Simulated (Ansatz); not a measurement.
# Ti3Al (P-6m2) in Ansatz: notebook

Runs on Ti3Al. Level: LDA. Tasks: single point, equation of state.

All numbers are computed with Ansatz 0.2.0; they aren't measurements. Logs are shortened: lines on timing, memory, paths and dates and some standing lists are left out, and cuts for length are marked.

### Step 1. The crystal as given

It takes space group P-6m2 (No. 187, hexagonal). Conventional cell: a = 2.928 Å, b = 2.928 Å, c = 9.226 Å, α = 90.00°, β = 90.00°, γ = 120.00°. Ti (site symmetry 3m) has 9 Ti at 2.86 to 2.93 Å and 3 Al at 2.86 Å as nearest neighbours. Around Ti (site symmetry -6m2) lie 12 Ti at 2.86 to 2.93 Å. Al (site symmetry -6m2) has 6 Ti at 2.86 Å and 6 Al at 2.93 Å as nearest neighbours.

The cell comes from a database or a generator and needn't be the stable form of this composition.

### Step 2. Single point, LDA, 16.09 Å³/atom (volume scaled by 0.94)

Input file input.yaml:

```yaml
crystal:
  lattice:
    - [2.8677796942, 0.0, 0.0]
    - [-1.4338898471, 2.4835700677, 0.0]
    - [0.0, 0.0, 9.0380160492]
  atoms:
    - { symbol: Ti, position: [0.3333333333, 0.6666666667, 0.249406] }
    - { symbol: Ti, position: [0.3333333333, 0.6666666667, 0.750594] }
    - { symbol: Ti, position: [0.6666666667, 0.3333333333, 0.0] }
    - { symbol: Al, position: [0.6666666667, 0.3333333333, 0.5] }
hamiltonian:
  xc: lda
  pseudopotentials: { kind: paw }
kpoints:
  mp_grid: { grid: [10, 10, 3] }
scf:
  occupations: { method: fermi_dirac, width: 0.05 }
output:
  forces: true
  stress: true
  eigenvalues: true
```

Potentials or basis: Ansatz PAW.

Run with:

```sh
$ ansatz run input.yaml --threads 2 --pin off --max-ram 5632MiB --backend cpu --events-out ev --progress --plain --runs-dir out
```

Log:

```text
Warning: RAYON_NUM_THREADS=2 ignored (pool sized by the plan → 2); use --threads N
Engine: ansatz 0.2.0, x86_64-unknown-linux-gnu
Pseudopotentials: kind: paw
Pseudopotential: Ti, paw, valence charge 12, recommended cutoff 420 eV (normal), Ti.paw.azcp
Pseudopotential: Al, paw, valence charge 3, recommended cutoff 420 eV (normal), Al.paw.azcp
Functional definition: SPW92
  exchange = slater_x
  correlation = pw_c
Crystal: 4 atoms, lattice volume = 64.372 Å³
Basis set: ecut = 420 eV, 1267 PW (Γ)
Bands: 24, of which v1, the nominal top of the filled ones, is band 20 counted from 1 (19 counted from 0)
Symmetry: 12 space group operations
Space group: P-6m2 (ITA 187), of the structure as read, at distance tolerance 4.0e-5 Å
k-points: 28 of 300 (time reversal used)
Non-local potential: Ti, projectors of the file, l = 0: 3, l = 1: 2, l = 2: 3, l = 3: 1
Non-local potential: Al, projectors of the file, l = 0: 2, l = 1: 2, l = 2: 1
PAW form: soft (Blöchl's): semilocal exchange-correlation on the pseudo side does not see the compensation charge
PAW frozen core: Ti, regenerated for the run's functional, and the local potential with it (the file was generated under x = pbe(κ = 0.804, μ = 0.2195149727645171), c = pbe(β = 0.06672455060314922))
PAW frozen core: Al, regenerated for the run's functional, and the local potential with it (the file was generated under x = pbe(κ = 0.804, μ = 0.2195149727645171), c = pbe(β = 0.06672455060314922))
PAW one-centre angular grid: Ti, 590 points (default); XC on 64 Gauss nodes
PAW one-centre angular grid: Al, 110 points (default); XC on 64 Gauss nodes
Initial density: superposition of atomic densities (neutral atoms: chi_scale 0, normalization atom), corrected by the library's trained network
Initial wavefunctions: pseudopotential atomic-orbital guess
Functional: x = slater, c = lda
SCF iter   1: F=—  HF=-7864.309004 eV  |F-HF|=—  |Δ(HF+E_count)|=         —  Δρ=7.47e-3  dr2=3.44e-2  ethr=1.77e-3  ⟨swp⟩=5.3  Hψ=2871  notcnv=0
preconditioner: auto → none  [metal: Δε(μ)=0.045 eV  Ē_g=3.013 eV  σ=0.050 eV  W_gap=0.22  n_scr=6 (ndim 8)  ℏωp=17.9 eV  f_vac=0.000  D(μ)=3.18/eV (n_scr^D=38)  sad-step TF]
SCF iter   2: F=—  HF=-7864.303344 eV  |F-HF|=—  |Δ(HF+E_count)|=   5.66e-3  Δρ=3.92e-3  dr2=1.37e-2  ethr=8.81e-5  ⟨swp⟩=2.0  Hψ=1000  notcnv=0
SCF iter   3: F=—  HF=-7864.301738 eV  |F-HF|=—  |Δ(HF+E_count)|=   1.61e-3  Δρ=1.02e-3  dr2=3.12e-3  ethr=3.51e-5  ⟨swp⟩=2.0  Hψ=915  notcnv=0
SCF iter   4: F=—  HF=-7864.301498 eV  |F-HF|=—  |Δ(HF+E_count)|=   2.41e-4  Δρ=4.96e-4  dr2=1.93e-3  ethr=7.99e-6  ⟨swp⟩=2.0  Hψ=889  notcnv=0
SCF iter   5: F=—  HF=-7864.301329 eV  |F-HF|=—  |Δ(HF+E_count)|=   1.69e-4  Δρ=1.94e-4  dr2=4.78e-5  ethr=4.95e-6  ⟨swp⟩=1.6  Hψ=750  notcnv=0
SCF iter   6: F=—  HF=-7864.301323 eV  |F-HF|=—  |Δ(HF+E_count)|=   6.42e-6  Δρ=5.01e-5  dr2=1.68e-6  ethr=1.22e-7  ⟨swp⟩=1.9  Hψ=783  notcnv=0
SCF iter   7: F=—  HF=-7864.301323 eV  |F-HF|=—  |Δ(HF+E_count)|=   2.45e-7  Δρ=1.11e-5  dr2=1.37e-7  ethr=4.30e-9  ⟨swp⟩=2.1  Hψ=821  notcnv=0
SCF iter   8: F=-7864.301323 eV  HF=-7864.301323 eV  |F-HF|=2.96e-9  |Δ(HF+E_count)|=   2.53e-8  Δρ=1.62e-6  dr2=4.21e-9  ethr=2.56e-10  ⟨swp⟩=4.1  Hψ=2011  notcnv=0
SCF 1 converged in 8 iterations: F = -7864.301323 eV  dr2 = 4.21e-9
SCF converged after 8 iterations
Free energy (F): -7864.301323 eV
Harris-Foulkes:  -7864.301323 eV  (|F-HF|=2.96e-9)
Internal energy: -7864.272643 eV  (E = F + TS)
E sigma→0 (E₀):  -7864.286983 eV
Entropy (-TS):   -0.028679 eV (-7.170 meV/atom)
Fermi energy:    12.419749 eV
--- Per-component energies (eV) ---
  E_band       = -466.551120
  E_kinetic    = 844.532411
  E_local      = -3450.273639  (includes V_loc(G=0)·N_el)
  E_nonlocal   = 47.400733
  E_hartree    = 1503.917655
  E_xc         = -330.937611
  E_vxc        = -396.301188  (∫ρ·V_xc dr)
  E_paw        = -3440.830994  (= ΣΔE_a)
  E_vpaw       = -519.745098  (= ΣTr[D̂ρ^β])
  E_aug_tail   = 0.000300  (compensation charges beyond the density's cutoff)
  E_ewald      = -3039.115065
  E_core_change = 1.033568  (= ΣΔE_core)
  E_smearing   = -0.028679  (= −TS)
  E_closure    = 0.000000  (closes the sum)
  Σ components = -7864.301323   (vs F -7864.301323, Δ=0.00e0)
--- Forces (eV/Å), atoms counted from 1 ---
  atom   1  Ti    -0.00000000     0.00000000    -0.10202362
  atom   2  Ti    -0.00000000     0.00000000     0.10202362
  atom   3  Ti     0.00000000    -0.00000000     0.00000000
  atom   4  Al    -0.00000000     0.00000000     0.00000000
  max |Σ_I F_I| component: 6.01e-17 eV/Å
--- Stress (GPa, compression-positive) ---
       -0.607547      -0.000000      -0.000000
       -0.000000      -0.607547       0.000000
       -0.000000      -0.000000       0.208035
  P = ⅓ Tr σ = -0.3357 GPa (-3.357 kbar)
--- Band table (eV; the first three rows and the last of 28) ---
  k-point 0: bands = ["-43.5902", "-43.5220", "-43.4469", "-20.4944", "-20.1766", "-19.8218", "-19.7873", "-19.7873", "-19.7366", "-19.7366", "-19.6911", "-19.6911", "3.7687", "7.3665", "7.5826", "9.8455", "11.6796", "13.0402", "13.1785", "13.2493", "13.2493", "13.3498", "13.3498", "13.6876"]
  k-point 1: bands = ["-43.5901", "-43.5220", "-43.4469", "-20.4956", "-20.1740", "-19.8232", "-19.7873", "-19.7873", "-19.7367", "-19.7367", "-19.6910", "-19.6910", "3.8009", "6.7166", "8.5971", "9.5729", "11.4530", "12.9729", "13.2066", "13.2518", "13.2518", "13.3439", "13.3439", "13.6950"]
  k-point 2: bands = ["-43.5775", "-43.5124", "-43.4405", "-20.4737", "-20.1778", "-19.8593", "-19.8395", "-19.8050", "-19.7610", "-19.7500", "-19.7461", "-19.7000", "4.0062", "7.6274", "7.8472", "10.0866", "11.7214", "12.6303", "12.9560", "13.0932", "13.2877", "13.4399", "13.5034", "13.6027"]
  k-point 27: bands = ["-43.4165", "-43.4102", "-43.3971", "-20.3405", "-20.3252", "-20.2551", "-20.1470", "-20.1280", "-20.0685", "-20.0185", "-19.9019", "-19.8835", "9.4124", "10.6739", "10.8740", "10.9593", "11.2091", "11.2987", "11.6013", "11.7436", "12.3122", "12.4563", "12.6442", "14.1521"]
```

Run time: 3.8 s. Hardware: 2 threads of Intel Xeon at 2.50GHz (Skylake/Cascade Lake), shared host; peak memory 0.34 GiB.

Results:

```yaml
Free_energy: -7864.3013 eV
Pressure: -0.3 GPa
Largest_force: 0.102 eV/Å
Band_gap_on_the_k_mesh: none (metal or under the smearing width)
```

Caveat: the PAW data sets come from PBE, with cores solved anew for the run's functional, which leaves a small shift of forces and pressure.

### Step 3. Single point, LDA, 16.44 Å³/atom (volume scaled by 0.96)

Changes to input.yaml since step 2:

```diff
@@ -2,5 +2,5 @@
   lattice:
-    - [2.8677796942, 0.0, 0.0]
-    - [-1.4338898471, 2.4835700677, 0.0]
-    - [0.0, 0.0, 9.0380160492]
+    - [2.8879759913, 0.0, 0.0]
+    - [-1.4439879956, 2.501060574, 0.0]
+    - [0.0, 0.0, 9.1016661466]
   atoms:
```

Potentials or basis: Ansatz PAW.

Run with:

```sh
$ ansatz run input.yaml --threads 2 --pin off --max-ram 5632MiB --backend cpu --events-out ev --progress --plain --runs-dir out
```

Run time: 3.7 s. Hardware: 2 threads of Intel Xeon at 2.50GHz (Skylake/Cascade Lake), shared host; peak memory 0.34 GiB.

The run converged. Its results:

| Item | Value |
| --- | --- |
| Free energy | -7864.2878 eV |
| Pressure | -2.8 GPa |
| Largest force | 0.114 eV/Å |
| Band gap on the k mesh | none (metal or under the smearing width) |

Caveat: the PAW data sets come from PBE, with cores solved anew for the run's functional, which leaves a small shift of forces and pressure.

### Step 4. Single point, LDA, 16.78 Å³/atom (volume scaled by 0.98)

Changes to input.yaml since step 3:

```diff
@@ -2,5 +2,5 @@
   lattice:
-    - [2.8879759913, 0.0, 0.0]
-    - [-1.4439879956, 2.501060574, 0.0]
-    - [0.0, 0.0, 9.1016661466]
+    - [2.9078936965, 0.0, 0.0]
+    - [-1.4539468482, 2.5183098127, 0.0]
+    - [0.0, 0.0, 9.1644382416]
   atoms:
@@ -21 +21,5 @@
   eigenvalues: true
+  write_density: true
+  write_potential: true
+  elf: true
+  volumetric_format: npy
```

Run with:

```sh
$ ansatz run input.yaml --threads 2 --pin off --max-ram 5632MiB --backend cpu --events-out ev --progress --plain --runs-dir out
```

Wall time 4.9 s (2 threads of Intel Xeon at 2.50GHz (Skylake/Cascade Lake), shared host); peak memory 0.34 GiB.

Results (log left out):

```yaml
Free_energy: -7864.2540 eV
Pressure: -5.0 GPa
Largest_force: 0.126 eV/Å
Band_gap_on_the_k_mesh: none (metal or under the smearing width)
```

Caveat: the PAW data sets come from PBE, with cores solved anew for the run's functional, which leaves a small shift of forces and pressure.

### Step 5. Single point, LDA, 17.12 Å³/atom

Changes to input.yaml since step 4:

```diff
@@ -2,5 +2,5 @@
   lattice:
-    - [2.9078936965, 0.0, 0.0]
-    - [-1.4539468482, 2.5183098127, 0.0]
-    - [0.0, 0.0, 9.1644382416]
+    - [2.9275422229, 0.0, 0.0]
+    - [-1.4637711114, 2.5353259357, 0.0]
+    - [0.0, 0.0, 9.226362]
   atoms:
@@ -21,5 +21 @@
   eigenvalues: true
-  write_density: true
-  write_potential: true
-  elf: true
-  volumetric_format: npy
```

Run with:

```sh
$ ansatz run input.yaml --threads 2 --pin off --max-ram 5632MiB --backend cpu --events-out ev --progress --plain --runs-dir out
```

Wall time 3.8 s (2 threads of Intel Xeon at 2.50GHz (Skylake/Cascade Lake), shared host); peak memory 0.34 GiB.

The run converged. Its results:

```
Free energy            : -7864.2022 eV
Pressure               : -7.1 GPa
Largest force          : 0.138 eV/Å
Band gap on the k mesh : none (metal or under the smearing width)
```

Caveat: the PAW data sets come from PBE, with cores solved anew for the run's functional, which leaves a small shift of forces and pressure.

### Step 6. Single point, LDA, 17.46 Å³/atom (volume scaled by 1.02)

Changes to input.yaml since step 5:

```diff
@@ -2,5 +2,5 @@
   lattice:
-    - [2.9275422229, 0.0, 0.0]
-    - [-1.4637711114, 2.5353259357, 0.0]
-    - [0.0, 0.0, 9.226362]
+    - [2.9469304848, 0.0, 0.0]
+    - [-1.4734652423, 2.552116663, 0.0]
+    - [0.0, 0.0, 9.2874655158]
   atoms:
```

Potentials or basis: Ansatz PAW.

Run with:

```sh
$ ansatz run input.yaml --threads 2 --pin off --max-ram 5632MiB --backend cpu --events-out ev --progress --plain --runs-dir out
```

Run time: 4.1 s. Hardware: 2 threads of Intel Xeon at 2.50GHz (Skylake/Cascade Lake), shared host; peak memory 0.34 GiB.

It converged, with:

```yaml
Free_energy: -7864.1338 eV
Pressure: -8.9 GPa
Largest_force: 0.149 eV/Å
Band_gap_on_the_k_mesh: none (metal or under the smearing width)
```

Caveat: the PAW data sets come from PBE, with cores solved anew for the run's functional, which leaves a small shift of forces and pressure.

### Step 7. Single point, LDA, 17.80 Å³/atom (volume scaled by 1.04)

Changes to input.yaml since step 6:

```diff
@@ -2,5 +2,5 @@
   lattice:
-    - [2.9469304848, 0.0, 0.0]
-    - [-1.4734652423, 2.552116663, 0.0]
-    - [0.0, 0.0, 9.2874655158]
+    - [2.9660669332, 0.0, 0.0]
+    - [-1.4830334666, 2.5686893135, 0.0]
+    - [0.0, 0.0, 9.3477754233]
   atoms:
```

Run with:

```sh
$ ansatz run input.yaml --threads 2 --pin off --max-ram 5632MiB --backend cpu --events-out ev --progress --plain --runs-dir out
```

It took 4.4 s on 2 threads of Intel Xeon at 2.50GHz (Skylake/Cascade Lake), shared host; peak memory 0.34 GiB.

Results (log left out):

```
Free energy            : -7864.0506 eV
Pressure               : -10.5 GPa
Largest force          : 0.160 eV/Å
Band gap on the k mesh : none (metal or under the smearing width)
```

Caveat: the PAW data sets come from PBE, with cores solved anew for the run's functional, which leaves a small shift of forces and pressure.

### Step 8. Single point, LDA, 18.15 Å³/atom (volume scaled by 1.06)

Changes to input.yaml since step 7:

```diff
@@ -2,5 +2,5 @@
   lattice:
-    - [2.9660669332, 0.0, 0.0]
-    - [-1.4830334666, 2.5686893135, 0.0]
-    - [0.0, 0.0, 9.3477754233]
+    - [2.9849595887, 0.0, 0.0]
+    - [-1.4924797943, 2.5850508331, 0.0]
+    - [0.0, 0.0, 9.4073169995]
   atoms:
```

Run with:

```sh
$ ansatz run input.yaml --threads 2 --pin off --max-ram 5632MiB --backend cpu --events-out ev --progress --plain --runs-dir out
```

Wall time 3.9 s (2 threads of Intel Xeon at 2.50GHz (Skylake/Cascade Lake), shared host); peak memory 0.34 GiB.

Results (log left out):

```
Free energy            : -7863.9539 eV
Pressure               : -12.0 GPa
Largest force          : 0.171 eV/Å
Band gap on the k mesh : none (metal or under the smearing width)
```

Caveat: the PAW data sets come from PBE, with cores solved anew for the run's functional, which leaves a small shift of forces and pressure.

### Step 9. Equation of state, LDA

Potentials or basis: Ansatz PAW.

No new run: the results of the series are fitted here.

What came out:

```
Equilibrium volume                        : 16.05 Å³/atom (rough: see the caveat)
Bulk modulus at fixed shape and positions : 124 GPa (rough)
```

Energy against volume, from the lowest point:
```tsv
volume (Å³/atom)	energy (meV/atom)
16.093	0.00
16.435	3.39
16.778	11.82
17.120	24.79
17.463	41.88
17.805	62.69
18.147	86.86
```

Caveat: the minimum lies outside the volumes run; the cell was scaled at fixed shape and fractional positions, which overstates the stiffness of a crystal with free parameters, most of all of layers and chains.
